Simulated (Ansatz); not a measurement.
# Guessed and relaxed cells of Ta

The cell of Ta is invented: random cell by space group and Wyckoff sites (Fm-3m, No. 225). Lengths were set from tabulated atomic sizes, so they are only a guess.

start:

Space group Fm-3m (No. 225). a = 6.382 Å, b = 6.382 Å, c = 6.382 Å, α = 90.00°, β = 90.00°, γ = 90.00°
```
atom  site  symmetry       x       y       z
  Ta    8c      -43m  0.2500  0.7500  0.7500
  Ta    4b      m-3m  0.5000  0.0000  0.0000
```

The calculation used DFT PBE, scalar-relativistic, plane waves, PAW (Ansatz). Cutoff 420 eV, Gaussian smearing, Γ-centred meshes. Cell and atoms relax first on a coarse mesh and then on a finer one. In between, the cell is made exact in the group found at 0.06 Å. In metals the finer mesh still leaves noise of several meV/atom or more. The steps can't lower the symmetry of their start. No spin polarisation.

end:

Space group Fm-3m (No. 225). a = 6.360 Å, b = 6.360 Å, c = 6.360 Å, α = 90.00°, β = 90.00°, γ = 90.00°
```
atom  site  symmetry       x       y       z
  Ta    8c      -43m  0.2500  0.7500  0.7500
  Ta    4b      m-3m  0.5000  0.0000  0.0000
```

The symmetry stays Fm-3m (No. 225). The volume per atom shrinks by 1.0 %, from 21.7 to 21.4 Å³. The shortest distance goes from 2.76 Å (Ta–Ta) to 2.75 Å (Ta–Ta).

For Ta, the volume per atom is 21.43 Å³. The density is 14.02 g/cm³ and the energy over the standard state is +0.91 eV/atom. The gap on the 12×12×12 mesh of the 3-atom cell is 0 eV (a metal).

Energies count from the standard state of Ta at the same level. So it is a metastable form at best.

The last run used Gaussian smearing of 0.10 eV. Spin–orbit coupling, which can matter for Ta, is left out. A structure relaxed within its symmetry needn't be a true minimum. In all, the 3 runs took 36 s on 1 thread of Arm Neoverse V1, on a shared host.
